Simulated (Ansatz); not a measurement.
Write the native input for Ansatz 0.2.0 that does the following.

```yaml
Task: single point
Functional: PBE
Potentials_or_basis: all-electron LAPW, scalar-relativistic
Cutoff: 266 eV (chosen from the basis error)
Basis_error_allowed: 0.001 eV/atom
k_mesh: 8 × 8 × 8
Occupations: gaussian, width 0.017 eV
Spin: no spin polarisation
```

CdSe:

```
Cd Se
1.0
     0.00000    3.07027    3.07027
     3.07027    0.00000    3.07027
     3.07027    3.07027    0.00000
Cd Se
1 1
Direct
  0.00000 0.00000 0.00000
  0.25000 0.25000 0.25000
```

Measurements of this composition are mostly on another form, of space group No. 186.

These files were run (other wordings do the same):

input.yaml

```yaml
crystal:
  lattice:
    - [0.0, 3.0702711986, 3.0702711986]
    - [3.0702711986, 0.0, 3.0702711986]
    - [3.0702711986, 3.0702711986, 0.0]
  atoms:
    - { symbol: Cd, position: [0.0, 0.0, 0.0] }
    - { symbol: Se, position: [0.25, 0.25, 0.25] }
kpoints:
  mp_grid: { grid: [8, 8, 8] }
scf:
  occupations: { method: gaussian, width: 0.017 }
hamiltonian:
  xc: pbe
  pseudopotentials: { kind: all_electron, lapw: { basis_error: 0.001 } }
output:
  forces: true
  stress: true
  eigenvalues: true
```

Potentials or basis: all-electron LAPW, scalar-relativistic.

The run is started by

```bash
$ ansatz run input.yaml --threads 1 --pin off --max-ram 3072MiB --backend cpu --events-out ev --progress --plain --runs-dir out
```

Results of the run:

| Quantity | Value |
| --- | --- |
| Pressure | 1.3 GPa |
| Band gap on the k mesh | 0.55 eV, direct |

It took 15 s on 1 thread of Arm Neoverse V1 (shared host), peak memory 0.29 GiB.
